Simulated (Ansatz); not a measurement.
EuS:

```
Eu S
1.0
     0.00000    2.97850    2.97850
     2.97850    0.00000    2.97850
     2.97850    2.97850    0.00000
Eu S
1 1
Direct
  0.00000 0.00000 0.00000
  0.50000 0.50000 0.50000
```

Program: Ansatz 0.2.0. Alike in all runs: potentials or basis Ansatz PAW; cell as given; cutoff (eV) 420; smearing fermi-dirac 0.05 eV.

Q: Order these runs on this cell by their band gap on the k mesh, lowest first.
A. level LDA; spin collinear, ferromagnetic start; k mesh 8 × 8 × 8; points for each segment of the path 14; mesh quality not flagged
B. level HSEsol; spin collinear, ferromagnetic start; k mesh 4 × 4 × 4; points for each segment of the path 4; mesh quality coarse
C. level PBE0; spin collinear, ferromagnetic start; k mesh 4 × 4 × 4; points for each segment of the path 4; mesh quality coarse
D. level PBE0; spin non-collinear, ferromagnetic start, SOC; k mesh 4 × 4 × 4; mesh quality coarse

A: A (metal), B (0.60 eV), D (1.15 eV), C (1.40 eV).

Caveats: some runs use coarse meshes; the magnetic or orbital state may not be the lowest (some runs); spin-orbit coupling is left out, which moves the levels of the heavy elements (some runs); a cell with one magnetic atom can't hold antiferromagnetic order, which such compounds often take (some runs); without U or exact exchange the open f shell lies at the Fermi level, which spoils levels, moments and volumes (some runs); moments are unreliable in this version under spin-orbit coupling with a hybrid or U, so they aren't listed (some runs).

A k mesh can miss the band edges.
